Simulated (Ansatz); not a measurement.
Input and command of a calculation in Ansatz (plane waves; scalar-relativistic PAW potentials unless the input names others):

```yaml
crystal:
  lattice:
    - [3.1729629831, 0.0, 0.0]
    - [-1.5864814915, 2.7478665486, 0.0]
    - [0.0, 0.0, 13.4616979639]
  atoms:
    - { symbol: W, position: [0.6666666667, 0.3333333333, 0.75] }
    - { symbol: W, position: [0.3333333333, 0.6666666667, 0.25] }
    - { symbol: Se, position: [0.3333333333, 0.6666666667, 0.8773124881] }
    - { symbol: Se, position: [0.6666666667, 0.3333333333, 0.3773124881] }
    - { symbol: Se, position: [0.3333333333, 0.6666666667, 0.6226875119] }
    - { symbol: Se, position: [0.6666666667, 0.3333333333, 0.1226875119] }
basis:
  ecutwfc: "450 eV"
kpoints:
  mp_grid: { grid: [4, 4, 1] }
hamiltonian:
  xc: pbesol
scf:
  occupations: { method: fermi_dirac, width: 0.05 }
output:
  forces: true
  eigenvalues: true
  stress: true
relax:
  adjacent_minimum: "off"
  f_tol: 0.008
  max_steps: 40
  cell: { stress_tol: 0.015, fix: [a, b, gamma] }
```

```bash
ansatz run input.yaml --threads 1 --pin off --max-ram 2560MiB --backend cpu --events-out ev --progress --plain --runs-dir out
```

Abridged log:
```
Basis set: ecut = 450 eV, 2615 PW (Γ), exchange–correlation on 48×48×192 points (8 copies of the dense FFT grid, shifted against one another)
Bands: 56, of which v1, the nominal top of the filled ones, is band 46 counted from 1 (45 counted from 0)
Symmetry: 24 space group operations
k-points: 4 of 16
SCF iter   1: F=—  HF=-42213.429911 eV  |F-HF|=—  |Δ(HF+E_count)|=         —  Δρ=5.88e-3  dr2=5.54e-2  ethr=1.77e-3  ⟨swp⟩=5.8  Hψ=817  notcnv=0
SCF iter   2: F=—  HF=-42213.427133 eV  |F-HF|=—  |Δ(HF+E_count)|=   2.78e-3  Δρ=3.13e-3  dr2=5.16e-3  ethr=6.02e-5  ⟨swp⟩=2.2  Hψ=333  notcnv=0  defer=8
SCF iter   3: F=—  HF=-42213.428100 eV  |F-HF|=—  |Δ(HF+E_count)|=   9.68e-4  Δρ=1.64e-3  dr2=1.58e-3  ethr=5.61e-6  ⟨swp⟩=2.2  Hψ=304  notcnv=0  defer=8
SCF iter   4: F=—  HF=-42213.428667 eV  |F-HF|=—  |Δ(HF+E_count)|=   5.67e-4  Δρ=1.54e-4  dr2=2.54e-5  ethr=1.71e-6  ⟨swp⟩=2.0  Hψ=270  notcnv=0  defer=8
SCF iter   5: F=—  HF=-42213.428654 eV  |F-HF|=—  |Δ(HF+E_count)|=   1.35e-5  Δρ=3.33e-5  dr2=1.83e-6  ethr=2.76e-8  ⟨swp⟩=2.0  Hψ=389  notcnv=0  defer=8
SCF iter   6: F=—  HF=-42213.428652 eV  |F-HF|=—  |Δ(HF+E_count)|=   1.15e-6  Δρ=1.81e-5  dr2=5.57e-7  ethr=1.99e-9  ⟨swp⟩=2.0  Hψ=390  notcnv=0  defer=8
SCF iter   7: F=-42213.428653 eV  HF=-42213.428653 eV  |F-HF|=1.14e-8  |Δ(HF+E_count)|=   1.82e-7  Δρ=4.81e-6  dr2=3.34e-8  ethr=1.09e-10  ⟨swp⟩=8.2  Hψ=882  notcnv=0
SCF 1 converged in 7 iterations: F = -42213.428653 eV  dr2 = 3.34e-8
relax step   1: F+E_penalty+E_count = -42213.42865267 eV  Δ(F+E_penalty+E_count) = +0.000e0 eV  max|allowed force component| = 1.443e-1 eV/Å  Δτ_max = 0.0000 Å  P = +4.884 GPa  Ω = 117.371 Å³  fix = [a, b, gamma]  reactions: a +7.757, b +7.757 GPa (7 SCF iters, dr2 threshold 1.00e-7 eV, accepted)
Crystal: 6 atoms, lattice volume = 118.989 Å³
Basis set: ecut = 450 eV, 2639 PW (Γ), exchange–correlation on 48×48×192 points (8 copies of the dense FFT grid, shifted against one another)
Initial density: handed on by an earlier stage of this run
Initial wavefunctions: those handed on with the density
SCF iter   1: F=—  HF=-42213.431753 eV  |F-HF|=—  |Δ(HF+E_count)|=         —  Δρ=2.75e-3  dr2=6.86e-3  ethr=8.02e-6  ⟨swp⟩=2.2  Hψ=1048  notcnv=0
   ...
SCF iter   7: F=-42213.433018 eV  HF=-42213.433018 eV  |F-HF|=5.82e-11  |Δ(HF+E_count)|=   1.19e-9  Δρ=1.75e-7  dr2=4.00e-11  ethr=1.00e-12  ⟨swp⟩=5.0  Hψ=682  notcnv=0
SCF 5 converged in 7 iterations: F = -42213.433018 eV  dr2 = 4.00e-11
relax step   5: F+E_penalty+E_count = -42213.43301752 eV  Δ(F+E_penalty+E_count) = +7.467e-6 eV  max|allowed force component| = 1.092e-4 eV/Å  Δτ_max = 0.0012 Å  P = +5.346 GPa  Ω = 119.285 Å³  energy of the carried Pulay correction = -3.036e-4 eV  fix = [a, b, gamma]  reactions: a +8.018, b +8.018 GPa (7 SCF iters, dr2 threshold 7.01e-10 eV, accepted)
Initial wavefunctions: pseudopotential atomic-orbital guess (no wavefunctions were taken with the density)
SCF iter   1: F=—  HF=-42213.432362 eV  |F-HF|=—  |Δ(HF+E_count)|=         —  Δρ=3.36e-4  dr2=2.92e-6  ethr=2.82e-8  ⟨swp⟩=4.0  Hψ=1505  notcnv=0
SCF iter   2: F=—  HF=-42213.433119 eV  |F-HF|=—  |Δ(HF+E_count)|=   7.57e-4  Δρ=1.70e-4  dr2=7.46e-7  ethr=3.17e-9  ⟨swp⟩=2.2  Hψ=291  notcnv=0
SCF iter   3: F=—  HF=-42213.433361 eV  |F-HF|=—  |Δ(HF+E_count)|=   2.42e-4  Δρ=1.52e-5  dr2=1.76e-7  ethr=8.11e-10  ⟨swp⟩=2.5  Hψ=298  notcnv=0
SCF iter   4: F=—  HF=-42213.433363 eV  |F-HF|=—  |Δ(HF+E_count)|=   1.43e-6  Δρ=2.19e-6  dr2=1.78e-9  ethr=1.92e-10  ⟨swp⟩=2.0  Hψ=267  notcnv=0
SCF iter   5: F=—  HF=-42213.433363 eV  |F-HF|=—  |Δ(HF+E_count)|=   3.43e-8  Δρ=4.29e-7  dr2=6.05e-10  ethr=1.94e-12  ⟨swp⟩=2.0  Hψ=392  notcnv=0
SCF iter   6: F=—  HF=-42213.433363 eV  |F-HF|=—  |Δ(HF+E_count)|=  2.69e-10  Δρ=2.62e-7  dr2=2.76e-10  ethr=1.00e-12  ⟨swp⟩=1.5  Hψ=232  notcnv=0
SCF iter   7: F=-42213.433363 eV  HF=-42213.433363 eV  |F-HF|=7.28e-12  |Δ(HF+E_count)|=  1.02e-10  Δρ=6.12e-8  dr2=5.07e-12  ethr=1.00e-12  ⟨swp⟩=6.0  Hψ=1034  notcnv=0
SCF 6 converged in 7 iterations: F = -42213.433363 eV  dr2 = 5.07e-12
SCF converged after 7 iterations
Free energy (F): -42213.433363 eV
Harris-Foulkes:  -42213.433363 eV  (|F-HF|=7.28e-12)
Internal energy: -42213.433363 eV  (E = F + TS)
E sigma→0 (E₀):  -42213.433363 eV
Entropy (-TS):    0.000000 eV ( 0.000 meV/atom)
Fermi energy:    13.443774 eV
--- Forces (eV/Å), atoms counted from 1 ---
  atom   1  W      0.00000000     0.00000000     0.00000000
  atom   2  W      0.00000000     0.00000000     0.00000000
  atom   3  Se     0.00000000     0.00000000    -0.00012603
  atom   4  Se     0.00000000     0.00000000    -0.00012603
  atom   5  Se     0.00000000     0.00000000     0.00012603
  atom   6  Se     0.00000000     0.00000000     0.00012603
--- Stress (GPa, compression-positive) ---
        8.019128       0.000000       0.000000
        0.000000       8.019128       0.000000
        0.000000       0.000000       0.004881
  P = ⅓ Tr σ = 5.3477 GPa (53.477 kbar)
--- Relaxed structure (5 steps of the walk, 5 accepted, 1 SCFs on fresh bases) ---
  F+E_penalty+E_count = -42213.43336270 eV   max|allowed force component| = 1.260e-4 eV/Å   (the final SCF, on the basis selected at the relaxed cell)
  cell:  # Å, volume = 119.2852 Å³
    - [3.17296298, 0.0, 0.0]
    - [-1.58648149, 2.74786654, 0.0]
    - [0.0, 0.0, 13.68125843]
  atoms:
    - { symbol: W, position: [0.66666666, 0.33333333, 0.75000000] }
    - { symbol: W, position: [0.33333333, 0.66666666, 0.25000000] }
    - { symbol: Se, position: [0.33333333, 0.66666666, 0.87476148] }
    - { symbol: Se, position: [0.66666666, 0.33333333, 0.37476148] }
    - { symbol: Se, position: [0.33333333, 0.66666666, 0.62523851] }
    - { symbol: Se, position: [0.66666666, 0.33333333, 0.12523851] }
```

Apart from outputs and empty bands, the input differs from a reference run on usual settings in scf.occupations.method: "gaussian" → "fermi_dirac"; scf.occupations.width: 0.02 → 0.05; kpoints.mp_grid.grid: [12, 12, 2] → [4, 4, 1]; basis.ecutwfc: 420 → "450 eV". The reference, at the same start, ended its own course with a relaxed volume of 19.49 Å³/atom, pressure 5.17 GPa, largest force 0.000 eV/Å, gap on the mesh 0.97 eV. This run converged in 39 SCF iterations over all its steps (reference: 24) with an energy at zero smearing 11.39 meV/atom below the reference's, a relaxed volume of 19.88 Å³/atom, pressure 5.35 GPa, largest force 0.000 eV/Å, gap on the mesh 1.65 eV. Its k mesh is looser than usual, and the result moved.

The run took 21 s on 1 thread of Intel(R) Xeon(R) Processor @ 2.50GHz (Skylake/Cascade Lake), on a shared host, peak memory 0.41 GiB.